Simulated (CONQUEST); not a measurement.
The system is TePb.

```
CELL_PARAMETERS angstrom
4.56932 0.00000 0.00000
0.00000 4.56932 0.00000
0.00000 0.00000 6.46200
ATOMIC_POSITIONS crystal
Pb 0.49534 0.49206 0.50003
Pb 0.99535 0.99206 0.00003
Te 0.49771 0.49911 0.00722
Te 0.99771 0.99911 0.50722
```

The cell isn't the ideal one: atoms moved at random, drawn with an rms of 0.05 Å.

Base run:

```yaml
Program: CONQUEST 1.3
Functional: PBE
Potentials_or_basis: PseudoDojo NC PBE, DZP, grid cutoff 120 Ha
k_mesh: 6 × 6 × 4
Occupations: fermi-dirac, width 0.05 eV
Spin: no spin polarisation
```

Its results: band gap on the k mesh 0.81 eV; pressure 2.5 GPa; largest force 0.052 eV/Å.

After a change of settings the same cell gave: band gap on the k mesh 1.02 eV; pressure 3.6 GPa; largest force 0.055 eV/Å. Which change was it?
A. potentials or basis from PseudoDojo NC PBE, DZP, grid cutoff 120 Ha to PseudoDojo NC PBE, DZP, multi-site functions of range 6.5 bohr, grid cutoff 120 Ha
B. potentials or basis from PseudoDojo NC PBE, DZP, grid cutoff 120 Ha to PseudoDojo NC PBE, SZ, grid cutoff 120 Ha
C. potentials or basis from PseudoDojo NC PBE, DZP, grid cutoff 120 Ha to PseudoDojo NC PBE, DZP, multi-site functions of range 3 bohr, grid cutoff 120 Ha
D. potentials or basis from PseudoDojo NC PBE, DZP, grid cutoff 120 Ha to PseudoDojo NC PBE, DZ, grid cutoff 120 Ha

A.

Caveats: spin-orbit coupling is left out, which as a rule narrows the gap of such compounds by several tenths of an eV; the basis of atomic orbitals isn't converged, which shifts pressures, moduli and gaps; multi-site functions contract the basis, which raises the energy a little and makes forces and stress less exact (some runs).
